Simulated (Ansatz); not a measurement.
Space group Fd-3m:1 (No. 227). a = 3.560 Å, b = 3.560 Å, c = 3.560 Å, α = 90.00°, β = 90.00°, γ = 90.00°
```tsv
atom	site	symmetry	x	y	z
C	8b	-43m	0.0000	0.0000	0.5000
```

Equation of state of this C structure (not necessarily the ground state), with shape and atoms relaxed at each volume where symmetry leaves them free. Method: DFT r2SCAN, scalar-relativistic, plane waves, PAW in Ansatz 0.2.0.

Plane waves to 500 eV, a k mesh through Γ of 12×12×12 on the computed 2-atom cell and Gaussian smearing (0.02 eV); no spin polarisation.

```json
{"V (Å³/atom)": "5.303", "E − E(largest V) (meV/atom)": "5.37", "P (GPa)": "31.22", "gap on mesh (eV)": "4.54"}
{"V (Å³/atom)": "5.472", "E − E(largest V) (meV/atom)": "-18.58", "P (GPa)": "14.52", "gap on mesh (eV)": "4.46"}
{"V (Å³/atom)": "5.641", "E − E(largest V) (meV/atom)": "-26.07", "P (GPa)": "0.01", "gap on mesh (eV)": "4.39"}
{"V (Å³/atom)": "5.810", "E − E(largest V) (meV/atom)": "-19.26", "P (GPa)": "-12.62", "gap on mesh (eV)": "4.31"}
{"V (Å³/atom)": "5.980", "E − E(largest V) (meV/atom)": "0.00", "P (GPa)": "-23.59", "gap on mesh (eV)": "4.25"}
```

Q: Fit a third-order Birch–Murnaghan equation to E(V).

A: V0 = 5.64 Å³/atom, B0 = 451 GPa, B0' = 3.7.

Cost: 5 runs of about 0.24 core-minutes in all, on Intel Xeon Platinum 8259CL (Skylake/Cascade Lake) (shared hosts).